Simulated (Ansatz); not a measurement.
HfO2 built on the fluorite prototype (r2SCAN geometry), in Ansatz:

```yaml
crystal:
  lattice:
    - [0.00000, 2.52918, 2.52918]
    - [2.52918, 0.00000, 2.52918]
    - [2.52918, 2.52918, 0.00000]
  atoms:
    - { symbol: Hf, position: [0.00000, 0.00000, 0.00000] }
    - { symbol: O, position: [0.25000, 0.25000, 0.25000] }
    - { symbol: O, position: [0.75000, 0.75000, 0.75000] }
```

G0W0@PBE with 121 empty bands, a screening cutoff of 140 eV and a 4×4×4 mesh (PAW, contour deformation) gives 5.145 eV over the mesh points, from a PBE gap of 3.803 eV; it sums over 140 bands with 113 plane waves in the screening and a wave cutoff of 420 eV. G0W0 values are finite-basis, finite-mesh values. Calculated for a static, non-magnetic cell.

(1) Estimate the gap with starting point HSE06.

(2) Estimate the gap with potentials of the kind norm-conserving.

## Answers

(1) 5.797 eV (+0.652 eV), from a Kohn-Sham gap of 5.409 eV.

(2) 5.193 eV (+0.048 eV), from a Kohn-Sham gap of 3.836 eV.

No spin-orbit coupling is included; it can move band edges with weight on the heavy atoms by tenths of an eV.
